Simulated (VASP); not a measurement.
Write the native input for VASP 6.6.1 that does the following.

```
Task                   : single point
Functional             : LDA
Potentials or basis    : VASP PAW LDA potentials, release 64 (Ti_sv, Si)
Cutoff                 : 520 eV
k mesh                 : 18 × 18 × 12
Occupations            : gaussian, width 0.15 eV
Spin                   : no spin polarisation
Dipole correction      : no
Further INCAR settings : ALGO = Fast; EDIFF = 1e-06; NBANDS = 15
```

The structure of TiSi lies in POSCAR:

```
TiSi
1.0
    1.7616926600     -2.0540952800      0.0000000000
    1.7616926600      2.0540952800      0.0000000000
    0.0000000000      0.0000000000      3.9180520200
Ti Si
1 1
Direct
    0.5000000000      0.5000000000      0.0000000000
    0.0000000000      0.0000000000      0.5000000000
```

The cell comes from a database or a generator and needn't be the stable form of this composition.

The cell isn't the ideal one: strain -0.030 along x and y, +0.030 along z, atoms carried along.

The input as run:

INCAR

```
SYSTEM = TiSi
PREC = Accurate ; ENCUT = 520
EDIFF = 1E-6 ; ISMEAR = 0
SIGMA = 0.15 ; LREAL = .False.
LASPH = .True. ; NELM = 100
ALGO = Fast ; ISIF = 2
LWAVE = .False. ; LCHARG = .True.
GGA = CA ; LELF = .True.
LVHAR = .True. ; NBANDS = 15
```

KPOINTS

```
Automatic mesh
0
Gamma
  18 18 12
  0 0 0
```

Potentials or basis: VASP PAW LDA potentials, release 64 (Ti_sv, Si).

Run with:

```console
$ cat potpaw_LDA.64/Ti_sv/POTCAR potpaw_LDA.64/Si/POTCAR > POTCAR
$ mpirun -np 1 vasp_std > vasp.out
```

Results of the run:

```json
{
  "Pressure": "-4.9 GPa",
  "Band gap on the k mesh": "none (metal or under the smearing width)"
}
```

Wall time 4 min on 1 thread of Intel(R) Xeon(R) Platinum 8488C (Sapphire Rapids), on a shared host, peak memory 0.35 GiB.
